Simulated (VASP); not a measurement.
# SnS2 (Berndtite-2T) (P-3m1) in VASP: settings compared

Aim: see how the results for SnS2 (Berndtite-2T) move with the level of theory and the settings. Levels: PBE, PBE+D3(BJ), HSE06. Tasks: relaxation of cell and atoms.

All numbers are computed with VASP 6.6.1; they aren't measurements. Logs are shortened: lines on timing, memory, paths and dates and some standing lists are left out, and cuts for length are marked.

## 1. Starting point

The structure is trigonal, space group P-3m1 (No. 164). The conventional cell has a = 3.639 Å, b = 3.639 Å, c = 5.868 Å, α = 90.00°, β = 90.00°, γ = 120.00°. Around Sn (site symmetry -3m) lie 6 S at 2.56 Å. S (site symmetry 3m) has 3 Sn at 2.56 Å as nearest neighbours.

## 2. Relaxation of cell and atoms, PBE

Contents of INCAR:

```
PREC = Accurate
ENCUT = 600
EDIFF = 1E-6
ISMEAR = 0
SIGMA = 0.03
LREAL = False
LASPH = True
NELM = 80
ALGO = Normal
ISIF = 3
LWAVE = False
LCHARG = False
GGA = PE
IBRION = 2
NSW = 90
EDIFFG = -0.01
KPAR = 2
```

Contents of KPOINTS:

```
Automatic mesh
0
Gamma
  9 9 5
```

Contents of POSCAR:

```
SnS2
1.0
    3.6390000000      0.0000000000      0.0000000000
   -1.8195000000      3.1514664444      0.0000000000
    0.0000000000      0.0000000000      5.8680000000
Sn S
1 2
Direct
    0.0000000000      0.0000000000      0.0000000000
    0.3333333333      0.6666666667      0.2500000000
    0.6666666667      0.3333333333      0.7500000000
```

Potentials or basis: VASP PAW PBE potentials, release 64 (Sn_d, S).

Launch:

```bash
$ cat potpaw_PBE.64/Sn_d/POTCAR potpaw_PBE.64/S/POTCAR > POTCAR
$ mpirun -np 2 vasp_std > vasp.out
```

OUTCAR:

```text
PREC = Accurate
   ENCUT = 600
   EDIFF = 1E-6
   ISMEAR = 0
   LREAL = False
   LASPH = True
   NELM = 80
   ISIF = 3
   GGA = PE
   IBRION = 2
   NSW = 90
   EDIFFG = -0.01

 ion  position               nearest neighbor table
   1  0.000  0.000  0.000-   2 2.56   3 2.56   3 2.56   2 2.56   3 2.56   2 2.56
   2  0.333  0.667  0.250-   1 2.56   1 2.56   1 2.56
   3  0.667  0.333  0.750-   1 2.56   1 2.56   1 2.56

  LATTYP: Found a hexagonal cell.
 ALAT       =     3.6390000000
 C/A-ratio  =     1.6125309151

  Lattice vectors:

 A1 = (   3.6390000000,   0.0000000000,   0.0000000000)
 A2 = (  -1.8195000000,   3.1514664444,   0.0000000000)
 A3 = (   0.0000000000,   0.0000000000,   5.8680000000)

Analysis of symmetry for initial positions (statically):
=====================================================================
 Subroutine PRICEL returns:
 Original cell was already a primitive cell.

 Routine SETGRP: Setting up the symmetry group for a
 hexagonal supercell.

 Subroutine GETGRP returns: Found 12 space group operations
 (whereof 12 operations were pure point group operations)
 out of a pool of 24 trial point group operations.

The static configuration has the point symmetry D_3d.

Analysis of symmetry for dynamics (positions and initial velocities):
=====================================================================
 Subroutine PRICEL returns:
 Original cell was already a primitive cell.

 Routine SETGRP: Setting up the symmetry group for a
 hexagonal supercell.

 Subroutine GETGRP returns: Found 12 space group operations
 (whereof 12 operations were pure point group operations)
 out of a pool of 24 trial point group operations.

The dynamic configuration has the point symmetry D_3d.

 Subroutine INISYM returns: Found 12 space group operations
 (whereof 12 operations are pure point group operations),
 and found     1 'primitive' translations

----------------------------------------------------------------------------------------

                                     Primitive cell

  volume of cell :      67.2953

  direct lattice vectors                    reciprocal lattice vectors
     3.639000000  0.000000000  0.000000000     0.274800769  0.158656298  0.000000000
    -1.819500000  3.151466444  0.000000000     0.000000000  0.317312596  0.000000000
     0.000000000  0.000000000  5.868000000     0.000000000  0.000000000  0.170415815

  length of vectors
     3.639000000  3.639000000  5.868000000     0.317312596  0.317312596  0.170415815

  position of ions in fractional coordinates (direct lattice)
     0.000000000  0.000000000  0.000000000
     0.333333333  0.666666667  0.250000000
     0.666666667  0.333333333  0.750000000

  ion indices of the primitive-cell ions
   primitive index   ion index
                 1           1
                 2           2
                 3           3

----------------------------------------------------------------------------------------

 KPOINTS: Automatic mesh

Automatic generation of k-mesh.
 Grid dimensions read from file:
 generate k-points for:    9    9    5

 Generating k-lattice:

  Cartesian coordinates                     Fractional coordinates (reciprocal lattice)
     0.030533419  0.017628478  0.000000000     0.111111111  0.000000000  0.000000000
     0.000000000  0.035256955  0.000000000     0.000000000  0.111111111  0.000000000
     0.000000000  0.000000000  0.034083163     0.000000000  0.000000000  0.200000000

  Length of vectors
     0.035256955  0.035256955  0.034083163

  Shift w.r.t. Gamma in fractional coordinates (k-lattice)
     0.000000000  0.000000000  0.000000000

 Subroutine IBZKPT returns following result:
 ===========================================

 Found     50 irreducible k-points:

 Following reciprocal coordinates:
            Coordinates               Weight
  0.000000  0.000000  0.000000      1.000000
  0.111111  0.000000  0.000000      6.000000
  0.222222  0.000000  0.000000      6.000000
  0.333333  0.000000  0.000000      6.000000
  0.444444  0.000000  0.000000      6.000000
  0.111111  0.111111  0.000000      6.000000
[... 16 lines left out ...]
  0.222222  0.111111  0.200000     12.000000
 -0.111111  0.333333  0.200000     12.000000
 [... further k-points ...]
   k-points           NKPTS =     50   k-points in BZ     NKDIM =     50   number of bands    NBANDS=     17
   number of dos      NEDOS =    301   number of ions     NIONS =      3
   total plane-waves  NPLWV =  43200
   dimension x,y,z NGX =    30 NGY =   30 NGZ =   48
   dimension x,y,z NGXF=    60 NGYF=   60 NGZF=   96
   ions per type =               1   2
   NGX,Y,Z   is equivalent  to a cutoff of  13.71, 13.71, 13.60 a.u.
   NGXF,Y,Z  is equivalent  to a cutoff of  27.41, 27.41, 27.20 a.u.
 SYSTEM =  unknown system
   PREC   = accura    normal or accurate (medium, high low for compatibility)
   ISTART =      0    job   : 0-new  1-cont  2-samecut
   ICHARG =      2    charge: 1-file 2-atom 10-const
   ISPIN  =      1    spin polarized calculation?
   LNONCOLLINEAR =      F non collinear calculations
   LSORBIT =      F    spin-orbit coupling
   LASPH  =      T    aspherical Exc in radial PAW
   ENCUT  =  600.0 eV  44.10 Ry    6.64 a.u.   7.27  7.27 11.72*2*pi/ulx,y,z
   NELM   =     80;   NELMIN=  2; NELMDL= -5     # of ELM steps
   EDIFF  = 0.1E-05   stopping-criterion for ELM
   LREAL  =      F    real-space projection
   EDIFFG = -.1E-01   stopping-criterion for IOM
   NSW    =     90    number of steps for IOM
   IBRION =      2    ionic relax: 0-MD 1-quasi-New 2-CG
   NFREE  =      1    steps in history (QN), initial steepest desc. (CG)
   ISIF   =      3    stress and relaxation
   ISYM   =      2    0-nonsym 1-usesym 2-fastsym
   POTIM  = 0.5000    time-step for ionic-motion
   TEBEG  =    0.0;   TEEND  =   0.0 temperature during run
   PSTRESS=    0.0 pullay stress
   NELECT =      26.0000    total number of electrons
   NUPDOWN=      -1.0000    fix difference up-down
   EMIN   =  10.00;   EMAX   =-10.00  energy-range for DOS
   EFERMI =   0.00;   METHOD = LEGACY
   ISMEAR =     0;   SIGMA  =   0.03  broadening in eV -4-tet -1-fermi 0-gaus
   EFERMI_NEDOS =   21; number of points for ismear=-14 and -15
   IALGO  =     38    algorithm
   IMIX   =      4    mixing-type and parameters
     AMIX     =   0.40;   BMIX     =  1.00
     AMIX_MAG =   1.60;   BMIX_MAG =  1.00
  volume/ion in A,a.u.               =      22.43       151.38
  Fermi-wavevector in a.u.,A,eV,Ry     =   1.192352  2.253218 19.343434  1.421702
  Thomas-Fermi vector in A             =   2.328392
   LORBIT       =      0    0 simple, 1 ext, 2 COOP (PROOUT), +10 PAW based schemes
   GGA     = PE    functional components
   LHFCALC =     F    Hartree Fock is set to
   AEXX    =    0.0000 exact exchange contribution
   IVDW    =     0    specifies the selected vdW correction
   LEPSILON=     F    determine dielectric tensor
   LRPA    =     F    only Hartree local field effects (RPA)
 conjugate gradient relaxation of ions
 non-spin polarized calculation
 Gauss-broadening in eV      SIGMA  =   0.03
  energy-cutoff  :      600.00
  volume of cell :       67.30
 maximum number of plane-waves:      2297
 NGX is ok and might be reduce to    30
   NGX = 15   NGY = 15   NGZ = 23

--------------------------------------- Ionic step        1  -------------------------------------------

 number of electron      25.9999995 magnetization

 Free energy of the ion-electron system (eV)
  ---------------------------------------------------
  ext. energy  EPLUGINS =         0.00000000
  ---------------------------------------------------
  free energy    TOTEN  =       -13.13939870 eV

  energy without entropy =      -13.13939870  energy(sigma->0) =      -13.13939870

------------------------ aborting loop because EDIFF is reached ----------------------------------------

  FORCE on cell =-STRESS in cart. coord.  units (eV):
  Direction    XX          YY          ZZ          XY          YZ          ZX
  --------------------------------------------------------------------------------------
  -------------------------------------------------------------------------------------
  Total        1.8090605      1.8090605      1.6689767      0.0000000      0.0000000      0.0000000
  in kB       43.0703932     43.0703933     39.7352543      0.0000000      0.0000000      0.0000000
  external PRESSURE =      41.9586803 kB  Pullay stress =       0.0000000 kB
[... 92 lines left out ...]
  FREE ENERGIE OF THE ION-ELECTRON SYSTEM (eV)
  ---------------------------------------------------
  free  energy   TOTEN  =       -13.1804734706 eV

  energy  without entropy=      -13.1804734706  energy(sigma->0) =      -13.18047347

 E-fermi :   3.5117     XC(G=0):  -8.9821

 val. band max:        3.3232567797   @ k =   0.1111   0.0000   0.2000
 cond. band min:       4.8938962864   @ k =   0.0000   0.4444   0.4000
 fundamental gap:      1.5706395067
 Fermi energy:         3.5116752470

 k-point     1 :       0.0000    0.0000    0.0000
  band No.  band energies     occupation
      1     -17.4212      2.00000
      2     -17.4212      2.00000
      3     -17.3865      2.00000
      4     -17.3621      2.00000
      5     -17.3621      2.00000
      6      -9.9937      2.00000
[... 457 lines left out ...]
      4     -17.3628      2.00000
      5     -17.3448      2.00000
      6      -9.1094      2.00000
[... 9 lines left out ...]
     16       9.3012      0.00000
     17      10.2391      0.00000

 [... further k-points ...]

[... ionic steps 4 to 11 ...]

--------------------------------------- Ionic step       12  -------------------------------------------

 number of electron      26.0000006 magnetization

------------------------ aborting loop because EDIFF is reached ----------------------------------------
[... 69 lines left out ...]
--------------------------------------- Ionic step       14  -------------------------------------------

 number of electron      26.0000006 magnetization

 Free energy of the ion-electron system (eV)
  ---------------------------------------------------
  ext. energy  EPLUGINS =         0.00000000
  ---------------------------------------------------
  free energy    TOTEN  =       -13.22012139 eV

  energy without entropy =      -13.22012139  energy(sigma->0) =      -13.22012139

 E-fermi :   2.9059     XC(G=0):  -8.6341

 val. band max:        2.7518877581   @ k =   0.1111   0.0000   0.2000
 cond. band min:       4.3352074028   @ k =   0.0000   0.4444   0.4000
 fundamental gap:      1.5833196447
 Fermi energy:         2.9058663148

 k-point     1 :       0.0000    0.0000    0.0000
  band No.  band energies     occupation
      1     -17.9855      2.00000
      2     -17.9855      2.00000
      3     -17.9508      2.00000
      4     -17.9270      2.00000
      5     -17.9270      2.00000
      6     -10.5114      2.00000
[... 457 lines left out ...]
      4     -17.9277      2.00000
      5     -17.9101      2.00000
      6      -9.6425      2.00000
[... 9 lines left out ...]
     16       8.7156      0.00000
     17       9.5502      0.00000

 [... further k-points ...]

------------------------ aborting loop because EDIFF is reached ----------------------------------------

  FORCE on cell =-STRESS in cart. coord.  units (eV):
  Direction    XX          YY          ZZ          XY          YZ          ZX
  --------------------------------------------------------------------------------------
  -------------------------------------------------------------------------------------
  Total       -0.0086319     -0.0086319     -0.0052167      0.0000000      0.0000000      0.0000000
  in kB       -0.1721754     -0.1721754     -0.1040538      0.0000000      0.0000000      0.0000000
  external PRESSURE =      -0.1494682 kB  Pullay stress =       0.0000000 kB
[... 18 lines left out ...]
  FREE ENERGIE OF THE ION-ELECTRON SYSTEM (eV)
  ---------------------------------------------------
  free  energy   TOTEN  =       -13.2201213871 eV

  energy  without entropy=      -13.2201213871  energy(sigma->0) =      -13.22012139

 reached required accuracy - stopping structural energy minimisation
```

Wall time 4.8 min (2 MPI ranks of Intel Xeon Platinum 8488C (Sapphire Rapids), shared host); peak memory 0.24 GiB.

Results:

```
Free energy                            : -13.2201 eV
Relaxed volume                         : 26.77 Å³/atom
Relaxed cell                           : a = 3.701 Å, b = 3.701 Å, c = 6.770 Å, α = 90.00°, β = 90.00°, γ = 120.00°
Space group after relaxing (to 0.05 Å) : P-3m1 (No. 164)
Energy gained by relaxing              : 26.9 meV/atom
Ionic steps                            : 14
Pressure after relaxing                : 0.0 GPa
Largest force after relaxing           : 0.007 eV/Å
Band gap on the k mesh                 : 1.58 eV, indirect (least direct gap 1.84 eV)
```

Forces in eV/Å, atoms in the order of the input:
```
Sn   0.000  0.000  0.000
S    0.000  0.000 -0.007
S    0.000  0.000  0.007
```

Step by step:
```tsv
step	energy change (eV)	largest force (eV/Å)	pressure (GPa)	volume (Å³)
1	0.0000	0.2414	4.20	67.30
2	-0.0153	0.5887	-2.55	73.18
3	-0.0411	0.2469	0.14	70.47
4	-0.0458	0.1839	0.12	70.89
5	-0.0510	0.0223	0.05	71.99
6	-0.0552	0.0192	0.05	72.38
7	-0.0651	0.0079	0.10	73.55
8	-0.0759	0.0258	0.37	75.85
9	-0.0717	0.1573	1.46	80.28
10	-0.0767	0.1162	1.00	78.26
11	-0.0801	0.0148	0.22	79.77
12	-0.0802	0.0437	0.06	80.11
13	-0.0805	0.0311	0.03	80.18
14	-0.0807	0.0075	-0.01	80.32
```

Final structure:
```cif
data_structure
_symmetry_space_group_name_H-M 'P 1'
_symmetry_Int_Tables_number 1
_cell_length_a 3.7013
_cell_length_b 3.7013
_cell_length_c 6.7703
_cell_angle_alpha 90.000
_cell_angle_beta 90.000
_cell_angle_gamma 120.000
_cell_volume 80.32
loop_
_atom_site_label
_atom_site_type_symbol
_atom_site_fract_x
_atom_site_fract_y
_atom_site_fract_z
_atom_site_occupancy
Sn1 Sn 0.00000 0.00000 0.00000 1
S1 S 0.33333 0.66667 0.21836 1
S2 S 0.66667 0.33333 0.78164 1
```

Caveat: the volume moved by over 15 % at a fixed basis, so the end points are rough; spin-orbit coupling is left out, which moves the levels of the heavy elements; an odd mesh through Γ misses points on the zone boundary, where band edges often lie; this functional lacks dispersion, which binds the layers, so the pressure and a relaxed spacing across them are unreliable, and here the layers came unbound; the volume moved by +19 % from the deposited cell, more than functionals usually miss. PBE usually gives volumes a little too large and moduli too small.

## 3. Relaxation of cell and atoms, PBE

This run uses another cell than the first one, of 26.77 Å³/atom, 1.194 times its volume.

Changes to INCAR since step 2:

```diff
@@ -2,3 +2,3 @@
 ENCUT = 600
-EDIFF = 1E-6
+EDIFF = 1E-7
 ISMEAR = 0
@@ -15,3 +15,3 @@
 NSW = 90
-EDIFFG = -0.01
+EDIFFG = -0.005
 KPAR = 2
```

KPOINTS is that of step 2.

Contents of POSCAR:

```
SnS2                                    
1.0
    3.7012939621     -0.0000000000      0.0000000000
   -1.8506469811      3.2054145981      0.0000000000
   -0.0000000000      0.0000000000      6.7702875297
  Sn              S             
     1     2
Direct
     0.0000000000000000    0.0000000000000000    0.0000000000000000
     0.3333333332999970    0.6666666667000030    0.2183606075442812
     0.6666666667000030    0.3333333332999970    0.7816393924557190
```

Potentials or basis: VASP PAW PBE potentials, release 64 (Sn_d, S).

Launch:

```bash
$ cat potpaw_PBE.64/Sn_d/POTCAR potpaw_PBE.64/S/POTCAR > POTCAR
$ mpirun -np 2 vasp_std > vasp.out
```

Wall time 4.5 min (2 MPI ranks of Intel Xeon Platinum 8488C (Sapphire Rapids), shared host); peak memory 0.26 GiB.

It converged, with:

* Free energy: -13.2232 eV
* Relaxed volume: 27.07 Å³/atom
* Relaxed cell: a = 3.700 Å, b = 3.700 Å, c = 6.850 Å, α = 90.00°, β = 90.00°, γ = 120.00°
* Space group after relaxing (to 0.05 Å): P-3m1 (No. 164)
* Energy gained by relaxing: 0.1 meV/atom
* Ionic steps: 14
* Pressure after relaxing: 0.0 GPa
* Largest force after relaxing: 0.005 eV/Å
* Band gap on the k mesh: 1.59 eV, indirect (least direct gap 1.84 eV)

Forces on the atoms (eV/Å):
```
Sn   0.000  0.000  0.000
S    0.000  0.000 -0.005
S    0.000  0.000  0.005
```

The path:
| step | energy change (eV) | largest force (eV/Å) | pressure (GPa) | volume (Å³) |
| --- | --- | --- | --- | --- |
| 1 | 0.0000 | 0.0076 | 0.00 | 80.32 |
| 2 | 0.0000 | 0.0049 | 0.02 | 80.32 |
| 3 | 0.0000 | 0.0029 | 0.06 | 80.32 |
| 4 | 0.0000 | 0.0027 | 0.06 | 80.32 |
| 5 | 0.0000 | 0.0030 | 0.07 | 80.33 |
| 6 | 0.0000 | 0.0032 | 0.07 | 80.35 |
| 7 | 0.0000 | 0.0036 | 0.07 | 80.40 |
| 8 | -0.0001 | 0.0044 | 0.08 | 80.48 |
| 9 | -0.0001 | 0.0064 | 0.09 | 80.64 |
| 10 | -0.0002 | 0.0106 | 0.12 | 80.97 |
| 11 | -0.0002 | 0.0021 | 0.07 | 81.10 |
| 12 | -0.0003 | 0.0126 | -0.03 | 81.33 |
| 13 | -0.0003 | 0.0116 | -0.03 | 81.32 |
| 14 | -0.0003 | 0.0047 | 0.02 | 81.21 |

Final structure:
```cif
data_structure
_symmetry_space_group_name_H-M 'P 1'
_symmetry_Int_Tables_number 1
_cell_length_a 3.7000
_cell_length_b 3.7000
_cell_length_c 6.8499
_cell_angle_alpha 90.000
_cell_angle_beta 90.000
_cell_angle_gamma 120.000
_cell_volume 81.21
loop_
_atom_site_label
_atom_site_type_symbol
_atom_site_fract_x
_atom_site_fract_y
_atom_site_fract_z
_atom_site_occupancy
Sn1 Sn 0.00000 0.00000 0.00000 1
S1 S 0.33333 0.66667 0.21587 1
S2 S 0.66667 0.33333 0.78413 1
```

Levels at points of the mesh, in eV from the valence-band top:
| k point | band 10 | band 11 | band 12 | band 13 | band 14 | band 15 | band 16 | band 17 |
| --- | --- | --- | --- | --- | --- | --- | --- | --- |
| (0.00, 0.00, 0.00) | -0.47 | -0.39 | -0.11 | -0.11 | 2.06 | 3.80 | 5.43 | 5.43 |

Caveat: spin-orbit coupling is left out, which moves the levels of the heavy elements; an odd mesh through Γ misses points on the zone boundary, where band edges often lie; this functional lacks dispersion, which binds the layers, so the pressure and a relaxed spacing across them are unreliable. Zero-point motion and thermal expansion aren't in these numbers.

(Continued in part 2 of 3.)
